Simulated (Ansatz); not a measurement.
# AlNi3 (Pm-3m) in Ansatz: a series of runs, part 2 of 2

Ansatz 0.2.0. The steps go on from the part before.

### 4 Relaxation of cell and atoms, PBEsol, collinear spin, ferromagnetic start

input.yaml reads:

```yaml
crystal:
  lattice:
    - [3.5230547267, 0.0, 0.0]
    - [0.0, 3.5230547267, 0.0]
    - [0.0, 0.0, 3.5230547267]
  atoms:
    - { symbol: Ni, position: [0.5, 0.5, 0.0], spin: 1.0 }
    - { symbol: Ni, position: [0.5, 0.0, 0.5], spin: 1.0 }
    - { symbol: Ni, position: [0.0, 0.5, 0.5], spin: 1.0 }
    - { symbol: Al, position: [0.0, 0.0, 0.0] }
kpoints:
  mp_grid: { grid: [8, 8, 8] }
scf:
  occupations: { method: fermi_dirac, width: 0.05 }
hamiltonian:
  xc: pbesol
  pseudopotentials: { kind: all_electron, lapw: { basis_error: 0.002 } }
magnetization:
  spin_polarized: true
output:
  forces: true
  stress: true
relax:
  f_tol: 0.01
  max_steps: 60
  cell: {}
```

Potentials or basis: all-electron LAPW, scalar-relativistic.

Started as:

```sh
ansatz run input.yaml --threads 4 --pin off --max-ram 12288MiB --backend cpu --events-out ev --progress --plain --runs-dir out
```

The log of the run:

```text
Warning: RAYON_NUM_THREADS=4 ignored (pool sized by the plan → 4); use --threads N
The last accepted step is kept in <dir> (removed where the run ends without a failure and the disk answers)
LAPW: plane waves up to 8.988 Å⁻¹, error target 2.0e-3 eV per atom; small_component_spin mean_spin; Al in spheres of 1.208 Å, 11 of its electrons in bands, Dirac shells []; Ni in spheres of 1.208 Å, 18 of its electrons in bands, Dirac shells [] (how accurate: hamiltonian.pseudopotentials.lapw.basis_error, Limitations)
Engine: ansatz 0.2.0, aarch64-unknown-linux-gnu
Pseudopotentials: kind: all_electron
Pseudopotential: Ni, LAPW, valence charge 18, lapw/all_electron/scalar/gaussian/Ni, Koelling and Harmon's equation, gaussian nucleus
Pseudopotential: Al, LAPW, valence charge 11, lapw/all_electron/scalar/gaussian/Al, Koelling and Harmon's equation, gaussian nucleus
Functional definition: PBEsol
  exchange = pbesol_x
  correlation = pbesol_c
Crystal: 4 atoms, lattice volume = 43.728 Å³
Basis set: ecut = 307.7939854697838 eV, 515 PW (Γ), exchange–correlation at level 2
Bands: 41, of which v1, the nominal top of the filled ones, is band 33 counted from 1 (32 counted from 0)
Symmetry: 48 space group operations
Space group: Pm-3m (ITA 221), of the structure as read, at distance tolerance 3.5e-5 Å
Magnetic group: BNS 221.92 (UNI 1594), of the structure as read, at distance tolerance 3.5e-5 Å
k-points: 35 of 512
Non-local potential: Ni, projectors of the file, none
Non-local potential: Al, projectors of the file, none
Initial density: superposition of atomic densities (chi_scale 0.1, normalization cell)
Starting moments: Σ|m| = 3 μB on 3 of 4 sites
Initial wavefunctions: plane waves of lowest kinetic energy (no species holds an atomic orbital)
Functional: x = pbesol(κ = 0.804, μ = 0.12345679012345678), c = pbesol(β = 0.046)
iter 1 solved again at ethr=7.53e-4 eV; its pass at ethr=1.00e-1 eV (dr2=4.90e-1 eV) is discarded
SCF iter   1: F=—  HF=-130640.420470 eV  |F-HF|=—  |Δ(HF+E_count)|=         —  Δρ=3.04e-2 (↑2.16e-2 ↓3.04e-2)  dr2=4.89e-1  dr2_m=2.21e-1  M=1.273 μB ∫|m|=1.729 μB  β_m=0.30  ethr=7.53e-4  ⟨swp⟩=2.1  Hψ=20734  notcnv=0
Mixer restart at iter 1: flushing history
preconditioner: auto → Kerker (q_TF=auto, 2.915 Å⁻¹)  [metal: Δε(μ)=0.018 eV  Ē_g=9.469 eV  σ=0.050 eV  W_gap=0.09  n_scr=18 (ndim 8)  ℏωp=32.3 eV  f_vac=0.000  D(μ)=3.25/eV (n_scr^D=32)]
spin=Collinear: Kerker preconditioning applied to the charge; magnetization (m = ρ↑ − ρ↓) channel mixes plain (no charge-response kernel on spin).
SCF iter   2: F=—  HF=-130640.530651 eV  |F-HF|=—  |Δ(HF+E_count)|=   1.10e-1  Δρ=2.30e-2 (↑1.72e-2 ↓2.30e-2)  dr2=2.67e-1  dr2_m=1.34e-1  M=1.157 μB ∫|m|=1.610 μB  β_m=0.65  ethr=7.53e-4  ⟨swp⟩=2.0  Hψ=8534  notcnv=0
SCF iter   3: F=—  HF=-130641.164508 eV  |F-HF|=—  |Δ(HF+E_count)|=         —  Δρ=1.60e-2 (↑6.09e-3 ↓1.60e-2)  dr2=2.67e-1  dr2_m=1.89e-2  M=0.637 μB ∫|m|=0.896 μB  β_m=0.65  ethr=4.11e-4  ⟨swp⟩=2.7  Hψ=8689  notcnv=0
Mixer restart at iter 3: flushing history
SCF iter   4: F=—  HF=-130641.744454 eV  |F-HF|=—  |Δ(HF+E_count)|=   5.80e-1  Δρ=1.34e-2 (↑1.34e-2 ↓1.21e-2)  dr2=2.35e-1  dr2_m=1.94e-4  M=0.757 μB ∫|m|=0.993 μB  β_m=0.41  ethr=4.11e-4  ⟨swp⟩=3.0  Hψ=10050  notcnv=0  recentre
SCF iter   5: F=—  HF=-130640.757768 eV  |F-HF|=—  |Δ(HF+E_count)|=   9.87e-1  Δρ=5.48e-3 (↑2.14e-3 ↓5.48e-3)  dr2=3.62e-2  dr2_m=3.03e-3  M=0.696 μB ∫|m|=0.921 μB  β_m=0.61  ethr=3.61e-4  ⟨swp⟩=3.0  Hψ=9334  notcnv=0
SCF iter   6: F=—  HF=-130640.740343 eV  |F-HF|=—  |Δ(HF+E_count)|=         —  Δρ=1.51e-3 (↑8.93e-4 ↓1.51e-3)  dr2=4.17e-3  dr2_m=2.04e-4  M=0.683 μB ∫|m|=0.858 μB  β_m=0.75  ethr=5.57e-5  ⟨swp⟩=2.0  Hψ=8279  notcnv=0
the basis was enlarged: its passes take 656.3 KiB over the memory plan, 4 of 4 planned eigensolver slots
[... 31 lines left out ...]
SCF iter   4: F=—  HF=-130640.739758 eV  |F-HF|=—  |Δ(HF+E_count)|=   7.12e-7  Δρ=6.06e-6 (↑6.06e-6 ↓2.73e-6)  dr2=1.04e-8  dr2_m=6.37e-9  M=0.664 μB ∫|m|=0.813 μB  β_m=0.75  ethr=4.50e-11  ⟨swp⟩=3.0  Hψ=9187  notcnv=0
SCF iter   5: F=—  HF=-130640.739758 eV  |F-HF|=—  |Δ(HF+E_count)|=   3.40e-7  Δρ=1.53e-6 (↑1.53e-6 ↓6.91e-7)  dr2=2.18e-9  dr2_m=1.12e-10  M=0.664 μB ∫|m|=0.813 μB  β_m=0.87  ethr=1.60e-11  ⟨swp⟩=3.0  Hψ=9192  notcnv=0
SCF iter   6: F=-130640.739758 eV  HF=-130640.739758 eV  |F-HF|=2.72e-8  |Δ(HF+E_count)|=   6.00e-8  Δρ=1.59e-6 (↑1.04e-6 ↓1.59e-6)  dr2=3.59e-9  dr2_m=5.93e-11  M=0.664 μB ∫|m|=0.813 μB  ethr=3.35e-12  ⟨swp⟩=3.0  Hψ=9191  notcnv=0
SCF 3 converged in 6 iterations: F = -130640.739758 eV  dr2 = 3.59e-9
relax step   3: F+E_penalty+E_count = -130640.73975799 eV  Δ(F+E_penalty+E_count) = -7.649e-5 eV  max|allowed force component| = 1.746e-31 eV/Å  Δτ_max = 0.0000 Å  P = +0.003 GPa  Ω = 43.576 Å³  (6 SCF iters, accepted)
iter 1 solved again at ethr=7.64e-12 eV; its pass at ethr=1.00e-1 eV (dr2=4.96e-9 eV) is discarded
SCF iter   1: F=—  HF=-130640.739758 eV  |F-HF|=—  |Δ(HF+E_count)|=         —  Δρ=3.77e-7 (↑1.67e-7 ↓3.77e-7)  dr2=8.74e-11  dr2_m=1.09e-11  M=0.664 μB ∫|m|=0.813 μB  β_m=0.65  ethr=7.64e-12  ⟨swp⟩=5.0  Hψ=16362  notcnv=0  reapply=13
preconditioner: auto → none  [metal: Δε(μ)=0.010 eV  Ē_g=9.253 eV  σ=0.050 eV  W_gap=0.05  n_scr=6 (ndim 8)  ℏωp=32.3 eV  f_vac=0.000  D(μ)=3.76/eV (n_scr^D=32)]
SCF iter   2: F=—  HF=-130640.739758 eV  |F-HF|=—  |Δ(HF+E_count)|=   1.62e-9  Δρ=2.28e-7 (↑2.28e-7 ↓1.57e-7)  dr2=6.72e-12  dr2_m=1.42e-11  M=0.664 μB ∫|m|=0.813 μB  β_m=0.39  ethr=2.28e-12 (applied; sched 1.00e-12)  ⟨swp⟩=2.7  Hψ=8146  notcnv=0
SCF iter   3: F=-130640.739758 eV  HF=-130640.739758 eV  |F-HF|=5.37e-9  |Δ(HF+E_count)|=   3.25e-9  Δρ=8.26e-7 (↑4.89e-7 ↓8.26e-7)  dr2=9.07e-10  dr2_m=2.25e-11  M=0.664 μB ∫|m|=0.813 μB  ethr=2.23e-12 (applied; sched 1.00e-12)  ⟨swp⟩=2.0  Hψ=7998  notcnv=0
SCF 4 converged in 3 iterations: F = -130640.739758 eV  dr2 = 9.07e-10
relax step   4: F+E_penalty+E_count = -130640.73975824 eV  Δ(F+E_penalty+E_count) = -2.508e-7 eV  max|allowed force component| = 2.424e-31 eV/Å  Δτ_max = 0.0000 Å  P = +0.003 GPa  Ω = 43.576 Å³  stress off target by 3.06e-3 GPa  SCF on the basis re-selected at this cell (its energy is not comparable with the rows above)  (3 SCF iters)
basis re-selected at this cell: Δ(F+E_penalty+E_count) = -2.508e-7 eV, ΔP = +0.000 GPa vs the last step (what re-selecting the basis moved, after the strain that the cell walked since its last selection, with what the two solves' SCF thresholds leave and, on support functions, any second-order correction that the steps lacked; it is no measure of the basis error at this ecutwfc). This SCF's stress stands 3.06e-3 GPa from its target on what of the cell is left free (relax.cell.stress_tol is 5.00e-2 GPa) and its largest allowed force component is 2.42e-31 eV/Å (relax.f_tol is 1.00e-2 eV/Å): within both
SCF converged after 3 iterations
Magnetization: 0.6642 μB (32.8321 up, 32.1679 down)
Absolute magnetization: 0.8134 μB (∫|ρ↑−ρ↓|)
Spin contamination: 0.0110 ħ² per cell (⟨S²⟩ above its minimum at these occupations)
Per-site moments (μB) at R_I (Å): [(0.24094460038950238, 1.2068171289820115), (0.24094460038950238, 1.2068171289820115), (0.24094460038950238, 1.2068171289820115), (-0.018080754769794538, 1.2068171289820115)]
Free energy (F): -130640.739758 eV
Harris-Foulkes:  -130640.739758 eV  (|F-HF|=5.37e-9)
Internal energy: -130640.709093 eV  (E = F + TS)
E sigma→0 (E₀):  -130640.724426 eV
Entropy (-TS):   -0.030665 eV (-7.666 meV/atom)
Fermi energy:    17.175348 eV
--- Per-component energies (eV) ---
  E_band       = -1304.021716
  E_kinetic    = 132625.196933
  E_xc         = -5583.032771
  E_electrostatic = -257682.873255  (all electrons and nuclei)
  E_smearing   = -0.030665  (= −TS)
  E_closure    = 0.000000  (closes the sum)
  E_atoms      = -130611.525176  (free atoms, spherical and without spin; not in F)
  Σ components = -130640.739758   (vs F -130640.739758, Δ=0.00e0)
  Basis errors (estimates in eV, not in F): energy 4.1e-4 per atom: plane waves 3.3e-4 (1.8e-4 summed), levels above the bands 7.5e-90, relativity 2.3e-8, radial functions 8.1e-5, core shells 7.8e-10; eigenvalues (radial functions only) 1.5e-6; not estimated: angular momenta, meshes, grids; target (lapw.basis_error) 2.0e-3; muffin-tin radii Al 1.207 Å, Ni 1.207 Å
--- Forces (eV/Å), atoms counted from 1 ---
  atom   1  Ni     0.00000000    -0.00000000     0.00000000
  atom   2  Ni    -0.00000000    -0.00000000     0.00000000
  atom   3  Ni     0.00000000     0.00000000    -0.00000000
  atom   4  Al     0.00000000     0.00000000    -0.00000000
  max |Σ_I F_I| component: 2.14e-31 eV/Å
--- Stress (GPa, compression-positive) ---
        0.003057       0.000000      -0.000000
        0.000000       0.003057       0.000000
       -0.000000       0.000000       0.003057
  P = ⅓ Tr σ = 0.0031 GPa (0.031 kbar)
--- Relaxed structure (3 steps of the walk, 3 accepted, 1 SCFs on fresh bases) ---
  F+E_penalty+E_count = -130640.73975824 eV   max|allowed force component| = 2.424e-31 eV/Å   (the final SCF, on the basis selected at the relaxed cell)
  cell:  # Å, volume = 43.5757 Å³
    - [3.5189632506026793, 3.5709951052180004e-34, -8.024708101613482e-36]
    - [3.5709951052180004e-34, 3.518963250602679, 0.0]
    - [-8.024708101613482e-36, 0.0, 3.518963250602679]
  atoms:
    - { symbol: Ni, position: [0.5, 0.5, 4.448769385388596e-39] }
    - { symbol: Ni, position: [0.5, 3.7814539775118335e-38, 0.5] }
    - { symbol: Ni, position: [-3.4255524267004825e-37, 0.5, 0.5] }
    - { symbol: Al, position: [5.827887894789531e-37, 2.0019462234105518e-38, -1.3346308155971884e-38] }
```

Run time: 43 s. Hardware: 4 threads of Arm Neoverse V1, shared host; peak memory 0.7 GiB.

What came out:

```
Free energy                            : -130640.7398 eV
Relaxed volume                         : 10.89 Å³/atom
Relaxed cell                           : a = 3.519 Å, b = 3.519 Å, c = 3.519 Å, α = 90.00°, β = 90.00°, γ = 90.00°
Space group after relaxing (to 0.05 Å) : Pm-3m (No. 221)
Energy gained by relaxing              : 0.1 meV/atom
Ionic steps                            : 4
Pressure after relaxing                : 0.0 GPa
Net moment                             : 0.66 μB per cell
Absolute moment                        : 0.81 μB per cell
Site moments                           : Ni +0.24; Al -0.02 μB
```

The path:
```tsv
step	energy change (eV)	largest force (eV/Å)	volume (Å³)
1	0.0000	0.0000	43.73
2	-0.0003	0.0000	43.65
3	-0.0003	0.0000	43.58
4	-0.0003	0.0000	43.58
```

Final structure:
```
Ni Al
1.0
     3.51896    0.00000    0.00000
     0.00000    3.51896    0.00000
     0.00000    0.00000    3.51896
Ni Al
3 1
Cartesian
  1.7595 1.7595 0.0000
  1.7595 0.0000 1.7595
  0.0000 1.7595 1.7595
  0.0000 0.0000 0.0000
```

### 5 Relaxation of cell and atoms, PBEsol, collinear spin, ferromagnetic start, target pressure 5 GPa, at which the enthalpy is minimised

input.yaml, as its differences from that of step 4:

```diff
@@ -25,2 +25,2 @@
   max_steps: 60
-  cell: {}
+  cell: { p_target: 5 }
```

Started as:

```sh
ansatz run input.yaml --threads 4 --pin off --max-ram 12288MiB --backend cpu --events-out ev --progress --plain --runs-dir out
```

It took 57 s on 4 threads of Arm Neoverse V1, shared host; peak memory 0.7 GiB.

It converged, with:

* Free energy: -130640.7244 eV
* Relaxed volume: 10.64 Å³/atom
* Relaxed cell: a = 3.492 Å, b = 3.492 Å, c = 3.492 Å, α = 90.00°, β = 90.00°, γ = 90.00°
* Space group after relaxing (to 0.05 Å): Pm-3m (No. 221)
* Energy change on relaxing (the enthalpy is what falls): +3.8 meV/atom
* Ionic steps: 5
* Pressure after relaxing: 5.0 GPa
* Net moment: 0.64 μB per cell
* Absolute moment: 0.78 μB per cell
* Site moments: Ni +0.23; Al -0.02 μB

Step by step:
```csv
step,energy change (eV),largest force (eV/Å),volume (Å³)
1,0.0000,0.0000,43.73
2,0.0032,0.0000,43.09
3,0.0158,0.0000,42.54
4,0.0150,0.0000,42.57
5,0.0150,0.0000,42.57
```

Final structure:
```
Ni Al
1.0
     3.49167    0.00000    0.00000
     0.00000    3.49167    0.00000
     0.00000    0.00000    3.49167
Ni Al
3 1
Cartesian
  1.7458 1.7458 0.0000
  1.7458 0.0000 1.7458
  0.0000 1.7458 1.7458
  0.0000 0.0000 0.0000
```

### 6 Overview

| task | spin | cell | k mesh | cutoff (eV) | gap on the mesh (eV) | pressure (GPa) | moment (μB) |
| --- | --- | --- | --- | --- | --- | --- | --- |
| single point | collinear, random start | as given | 6 × 6 × 6 | 286 | none | -0.7 | 0.67 |
| single point | non-collinear, antiferromagnetic start | as given | 6 × 6 × 6 | 286 | none | -0.7 | 0.67 |
| relaxation of cell and atoms | collinear, ferromagnetic start | relaxed | 8 × 8 × 8 | - | - | 0.0 | 0.66 |
| relaxation of cell and atoms | collinear, ferromagnetic start | relaxed to 5 GPa | 8 × 8 × 8 | - | - | 5.0 | 0.64 |

Alike in all rows: level PBEsol; potentials or basis all-electron LAPW, scalar-relativistic; smearing fermi-dirac 0.05 eV; basis error allowed 0.002 eV/atom.

Caveats: the k mesh is thin for a metal, which can move the energy by tens of meV per atom (some runs); the starting moments weren't kept (some runs); the magnetic state may not be the lowest (some runs).

Compare energies only between runs with the same functional and basis.
